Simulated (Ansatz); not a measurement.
**Field gradients at the nuclei in In2O3**

The cell is a structure deposited in the COD, its atoms then relaxed with PBE in this cell.

Space group R-3c:H (No. 167); a = 5.4870, c = 14.5100 Å, γ = 120.00°.

```
site  Wyckoff  site symmetry       x       y       z
  In      12c             3.  0.0000  0.0000  0.8579
   O      18e             .2  0.9626  0.3333  0.0833
```

One atom of each set is listed; the run and its k-mesh use a cell of 10 atoms with edges of 5.78, 5.78, 5.78 Å.

Method: Kohn–Sham DFT in Ansatz, PBE, plane waves and PAW (field gradients read without the response of the frozen cores, which leaves them typically 4 to 6 % off), scalar-relativistic, 420 eV cutoff, Γ-centred 4×4×4 k-points, Fermi–Dirac smearing 0.02 eV.

Conventions: |V_zz| ≥ |V_yy| ≥ |V_xx|, η = (V_xx − V_yy)/V_zz, C_Q = eQV_zz/h.

In-115: I = 9/2, Q = 772.0 mb; ¹⁷O: I = 5/2, Q = -25.58 mb. Nuclear quadrupole moments: year-2017 set (Pyykkö).

```
site  atoms          first shell  V_xx, V_yy, V_zz (10²¹ V/m²)     η  C_Q (MHz)
  In      4   6 O at 2.12–2.26 Å            -2.20, -2.20, 4.39  0.00       82.0
   O      6  4 In at 2.12–2.26 Å             1.00, 3.52, -4.52  0.56       2.80
```

An axis of threefold or higher order runs through In, so V_zz lies along it and η is zero.

At this cell the PBE pressure is 8 GPa, so with PBE the cell would grow if it were relaxed. Without spin–orbit coupling (the program notes it for In) the gradients are little affected as a rule: paired runs on crystals with a gap mostly move them by under 2 % at such atoms.
